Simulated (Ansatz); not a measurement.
A run of Ansatz 0.2.0:

File input.yaml:

```yaml
crystal:
  lattice:
    - [3.9975858431, 0.0, 0.0]
    - [-1.9987929216, 3.462010894, 0.0]
    - [0.0, 0.0, 6.59937795]
  atoms:
    - { symbol: Ge, position: [0.3333333333, 0.6666666667, 0.93709875] }
    - { symbol: Ge, position: [0.6666666667, 0.3333333333, 0.43709875] }
    - { symbol: Ge, position: [0.3333333333, 0.6666666667, 0.56290125] }
    - { symbol: Ge, position: [0.6666666667, 0.3333333333, 0.06290125] }
kpoints:
  mp_grid: { grid: [8, 8, 4] }
  band_path:
    path:
      - [0.0, 0.0, 0.0]
      - [0.5, 0.0, 0.0]
      - [0.3333333333, 0.3333333333, 0.0]
      - [0.0, 0.0, 0.0]
      - [0.0, 0.0, 0.5]
      - [0.5, 0.0, 0.5]
      - [0.3333333333, 0.3333333333, 0.5]
      - [0.0, 0.0, 0.5]
    npoints: 8
scf:
  occupations: { method: fermi_dirac, width: 0.05 }
hamiltonian:
  xc: lda
  pseudopotentials: { kind: all_electron, lapw: { basis_error: 0.002 } }
output:
  forces: true
  stress: true
  eigenvalues: true
```

Potentials or basis: all-electron LAPW, scalar-relativistic.

Launch:

```bash
$ ansatz run input.yaml --threads 2 --pin off --max-ram 6144MiB --backend cpu --events-out ev --progress --plain --runs-dir out
```

Hardware: 2 threads of Arm Neoverse V2, on a shared host.

**Question.** How long does it take, and how much memory?

**Answer.** Wall time 26 s on 2 threads of Arm Neoverse V2, on a shared host, peak memory 0.44 GiB. Counts: scf iterations 7, plane waves 1039, k points 30, bands 53.
